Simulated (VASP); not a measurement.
**PtS2: relaxation of cell and atoms with revPBE+D3**

Crystal: PtS2.

```
CELL_PARAMETERS angstrom
3.54320 0.00000 0.00000
-1.77160 3.06850 0.00000
0.00000 0.00000 5.03880
ATOMIC_POSITIONS crystal
Pt 0.00000 0.00000 0.00000
S 0.66667 0.33333 0.77300
S 0.33333 0.66667 0.22700
```

```yaml
Program: VASP 6.6.1
Task: relaxation of cell and atoms
Functional: revPBE
Dispersion: D3
Potentials_or_basis: VASP PAW PBE potentials, release 64 (Pt, S)
Cutoff: 600 eV
k_mesh: 9 × 9 × 5
Occupations: fermi-dirac, width 0.05 eV
Spin: no spin polarisation
Further_INCAR_settings: ALGO = Normal; EDIFF = 1e-06; IBRION = 2; EDIFFG = -0.01; NSW = 60; ISIF = 3
```

The relaxed volume is 16.53 Å³/atom, the relaxed cell is a = 3.611 Å, b = 3.611 Å, c = 4.390 Å, α = 90.00°, β = 90.00°, γ = 120.00° and the space group after relaxing (to 0.05 Å) is P-3m1 (No. 164). The energy gained by relaxing is 81.3 meV/atom and the ionic steps are 31. The pressure after relaxing is 0.0 GPa, the largest force after relaxing is 0.004 eV/Å and the band gap on the k mesh is none (metal or under the smearing width). The dispersion energy per atom is -0.700 eV.

Forces in eV/Å, atoms in the order of the input:
```
Pt   0.000  0.000  0.000
S    0.000  0.000  0.004
S    0.000  0.000 -0.004
```

The path:
```tsv
step	energy change (eV)	largest force (eV/Å)	pressure (GPa)	volume (Å³)
1	0.0000	1.3929	8.86	54.78
2	0.1910	0.9850	-12.71	63.18
3	-0.1104	0.3356	-1.18	57.71
4	-0.1105	0.3659	-0.89	57.61
5	-0.1242	0.2505	-0.65	57.09
6	-0.1332	0.0599	-0.25	56.23
7	-0.1424	0.0570	-0.39	55.70
8	-0.1722	0.0690	-0.69	54.08
9	-0.2349	0.0990	-0.49	50.76
10	0.2044	0.9012	11.63	43.85
11	-0.2286	0.4050	1.38	50.29
12	-0.1861	0.0974	4.41	47.11
13	-0.2312	0.4206	2.00	49.54
14	-0.2306	0.3683	2.44	48.87
15	-0.2329	0.2602	1.84	48.80
16	-0.2332	0.1952	1.49	48.76
17	-0.2352	0.1760	1.16	48.90
18	-0.2396	0.1165	0.23	49.31
19	-0.2406	0.0078	-1.50	50.14
20	-0.2414	0.0405	-0.88	49.83
21	-0.2427	0.0469	-0.54	49.78
22	-0.2436	0.0551	-0.09	49.73
23	-0.2436	0.0575	0.05	49.71
24	-0.2436	0.0578	0.07	49.71
25	-0.2436	0.0580	0.05	49.71
26	-0.2437	0.0414	-0.02	49.72
27	-0.2438	0.0072	-0.22	49.75
28	-0.2439	0.0046	-0.08	49.68
29	-0.2439	0.0033	0.01	49.64
30	-0.2439	0.0015	0.00	49.62
31	-0.2440	0.0040	-0.03	49.58
```

Final structure:
```
Pt S
1.0
     3.61143    0.00000    0.00000
    -1.80572    3.12759    0.00000
     0.00000    0.00000    4.38979
Pt S
1 2
Direct
  0.00000 0.00000 0.00000
  0.66667 0.33333 0.72885
  0.33333 0.66667 0.27115
```

Levels at points of the mesh, in eV from the Fermi level:
```csv
k point,band 7,band 8,band 9,band 10,band 11,band 12,band 13,band 14,band 15
"(0.00, 0.00, 0.00)",-4.11,-2.35,-1.56,-1.56,0.40,0.85,0.85,3.33,5.16
```

Wall time 11 min on 1 thread of Intel(R) Xeon(R) Platinum 8259CL CPU @ 2.50GHz (Skylake/Cascade Lake) (shared host), peak memory 0.24 GiB.

Caveat: the PAW data sets were made with another functional, which shifts forces and pressure a little; pairwise dispersion overbinds metals, which lowers pressure and volume. Spin-orbit coupling is left out, which matters for the levels of Pt.
